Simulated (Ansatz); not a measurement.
Sr: levels along high-symmetry lines

```
CELL_PARAMETERS angstrom
4.26962 0.00000 0.00000
-2.13481 3.69760 0.00000
0.00000 0.00000 6.99868
ATOMIC_POSITIONS crystal
Sr 0.33333 0.66667 0.25000
Sr 0.66667 0.33333 0.75000
```

Atoms are numbered in the order listed.

The cell was built from the hcp type and relaxed in the same program, and has space group P6_3/mmc; it needn't be a known or the stable phase.

Computed with DFT, PBE, all-electron LAPW, scalar-relativistic in Ansatz 0.2.0.

Numerical set-up: a Γ-centred 11×11×6 k mesh, Fermi–Dirac smearing of 0.08 eV, basis error target 1 meV/atom, no spin polarisation.

Points in fractions of the reciprocal vectors of this cell: Γ (0, 0, 0), M (0.5, 0, 0), K (0.333, 0.333, 0), A (0, 0, 0.5), L (0.5, 0, 0.5), H (0.333, 0.333, 0.5). The path joins them by straight lines in the order Γ–M–K–Γ–A–L–H–A–L; legs that retrace an earlier one aren't tabulated. Energies are in eV from the Fermi level.

(1) Is there a gap?

(2) List the levels between -20 and 0 eV at the symmetry points.

## Answers

(1) None at this level of theory (metallic, semimetallic, or a small gap that the functional closes).

(2) 
Γ: -18.67, -18.51 (×2), -18.48 (×3), -3.64, -1.13
M: -18.66, -18.63, -18.58, -18.55, -18.52, -18.51, -1.11, -0.54
K: -18.63, -18.60 (×2), -18.57, -18.55 (×2), -0.24 (×2), -0.10
A: -18.57 (×2), -18.49 (×4), -2.71 (×2)
L: -18.67 (×2), -18.53 (×4), -0.80 (×2)
H: -18.63 (×2), -18.60 (×2), -18.52 (×2)
